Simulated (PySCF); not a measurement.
Species: C6H8N (charge +1).
Geometry (GFN2-xTB, Å), atoms numbered from 1 in this order:
```
atom  x, y, z in Å
N1     2.1684   -0.2557   -0.0982
C2     0.6922   -0.0802   -0.0360
C3    -0.1182   -1.2021   -0.0302
C4    -1.4921   -1.0341    0.0331
C5    -2.0343    0.2404    0.0895
C6    -1.2087    1.3529    0.0851
C7     0.1676    1.1977    0.0216
H8     2.5363   -0.5744    0.8097
H9     2.4179   -0.9579   -0.8081
H10    2.6158    0.6400   -0.3365
H11    0.3072   -2.1929   -0.0744
H12   -2.1342   -1.9001    0.0382
H13   -3.1041    0.3665    0.1365
H14   -1.6303    2.3439    0.1302
H15    0.8120    2.0640    0.0176
```

Computed geometry: GFN2-xTB, gas phase.

Take the most abundant isotopes and a rigid rotor. 

(1) What are A, B and C (GHz)?

(2) Classify the top.

(3) What does the inertial defect say?

(4) Give the other two planar moments, Paa and Pbb, and the rms extents of the mass along the axes.

(5) Where do the levels up to J = 3 lie, in K?

Answers

(1) Ia = 91.03, Ib = 203.71, Ic = 291.95 u·Å²; 505379 MHz·u·Å²/I gives 5552, 2481 and 1731 MHz, that is A = 5.5515, B = 2.4809, C = 1.7311 GHz.

(2) An asymmetric top: κ = (2 × 2481 − 5552 − 1731)/(5552 − 1731) = -0.61.

(3) Not planar: Δ = Ic − Ia − Ib = -2.80 u·Å². For a rigid frame Δ = −2 Σ m c², so Σ m c² = 1.40 u·Å² lies off the ab plane, practically all of it from hydrogen. The atom farthest from that plane is 0.93 Å away.

(4) Paa = Σ m a² = (Ib + Ic − Ia)/2 = 202.31 and Pbb = Σ m b² = (Ia + Ic − Ib)/2 = 89.64 u·Å². With the mass M = 94.07 u, the rms extents √(P/M) along a, b and c are 1.47, 0.98, 0.12 Å.

(5) Above 0(0,0), as E/k:
J = 1: 1(0,1) 0.202, 1(1,1) 0.350, 1(1,0) 0.385
J = 2: 2(0,2) 0.601, 2(1,2) 0.718, 2(1,1) 0.826, 2(2,1) 1.268, 2(2,0) 1.274
J = 3: 3(0,3) 1.185, 3(1,3) 1.267, 3(1,2) 1.482, 3(2,2) 1.874, 3(2,1) 1.902, 3(3,1) 2.704, 3(3,0) 2.705
Those of J = 1 are B + C, A + C and A + B.

No GFN2-xTB frequencies stand behind this structure, so it isn't proved a minimum. These are rigid-rotor constants of the computed structure; measured ground-state constants (B0) also hold zero-point vibration.
